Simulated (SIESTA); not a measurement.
Runs of SIESTA 5.4.2 on AlRu. Symmetry: Pm-3m, No. 221, cubic system. Conventional cell: a = 2.992 Å, b = 2.992 Å, c = 2.992 Å, α = 90.00°, β = 90.00°, γ = 90.00°. Ru (site symmetry m-3m) has 8 Al at 2.59 Å as nearest neighbours. Around Al (site symmetry m-3m) lie 8 Ru at 2.59 Å. 

```csv
task,level,potentials or basis,energy shift,gap on the mesh (eV),pressure (GPa),V0 of scaled cells (Å³/atom),B0 (GPa)
band structure,LDA,"PseudoDojo 0.4 standard (LDA files), DZP (energy shift 0.003 Ry; two zetas on semicore shells)",0.003 Ry,none,(a),-,-
band structure,PBE,"PseudoDojo 0.4 standard (PBE files), DZP (energy shift 0.003 Ry; two zetas on semicore shells)",0.003 Ry,none,4.1,-,-
equation of state,LDA,"PseudoDojo 0.4 standard (LDA files), DZP (energy shift 0.003 Ry; two zetas on semicore shells)",0.003 Ry,-,-,(b),233
equation of state,PBEsol,"PseudoDojo 0.4 standard (PBEsol files), DZP (energy shift 0.003 Ry; two zetas on semicore shells)",0.003 Ry,-,-,(c),222
equation of state,PBE,"PseudoDojo 0.4 standard (PBE files), DZP (energy shift 0.002 Ry; radii capped at 9.5 bohr)",0.002 Ry,-,-,13.61,203
band structure,PBEsol,"PseudoDojo 0.4 standard (PBEsol files), DZP (energy shift 0.003 Ry; two zetas on semicore shells)",0.003 Ry,none,-1.7,-,-
single point,PBE,"PseudoDojo 0.4 standard (PBE files), DZP (energy shift 0.002 Ry; radii capped at 9.5 bohr)",0.002 Ry,none,3.6,-,-
```

Alike in all rows: no spin polarisation; cell as given; k mesh 9 × 9 × 9; smearing fermi-dirac 0.05 eV; grid cutoff 800 Ry.

**Question.** Fill in the values left out.

**Answer.** (a) -6.8; (b) 12.97; (c) 13.28.

Caveats: the basis of atomic orbitals isn't converged, which shifts pressures, moduli and gaps; semicore shells carry a single zeta, which can move pressures by several GPa and volumes by a few percent (some runs).

A k mesh can miss the band edges, and the runs leave out spin-orbit coupling on Ru.

A gap of «none» marks a metal or a gap under the smearing width.

Not every run made on this cell is shown here.
